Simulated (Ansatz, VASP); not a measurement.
## Si2Ni in VASP and in Ansatz

```xyz
3
Lattice="0.0000 2.7234 2.7234 2.7234 0.0000 2.7234 2.7234 2.7234 0.0000" Properties=species:S:1:pos:R:3 pbc="T T T"
Si    1.3617    1.3617    1.3617
Si    4.0851    4.0851    4.0851
Ni    0.0000    0.0000    0.0000
```

Alike in both runs: functional PBE; k mesh 14 × 14 × 14; occupations gaussian, width 0.1 eV; no spin polarisation.

Ansatz relaxed the structure, and its values are those at the end. VASP's run is a single point on that final structure, the one shown.

|  | VASP | Ansatz |
| --- | --- | --- |
| version | VASP 6.6.1 | Ansatz 0.2.0 |
| potentials or method | VASP PAW PBE potentials, release 64 (Si, Ni) | scalar-relativistic, plane waves, PAW |
| plane-wave cutoff (eV) | 520 | 420 |
| valence electrons in the cell | 18 | 26 |

VASP gave:

```
gap on the k mesh at the Fermi level (eV) : none
pressure (GPa)                            : -0.1
```

Problem. Which values does Ansatz return?

Solution. gap on the k mesh at the Fermi level (eV): none; pressure (GPa): 0.0.

A gap of «none» marks a metal or a gap that the smearing closes. The two sets of potentials don't hold the same shells in valence.

Spin polarisation is off, so any magnetic state and its effect on volume and gap are missing.
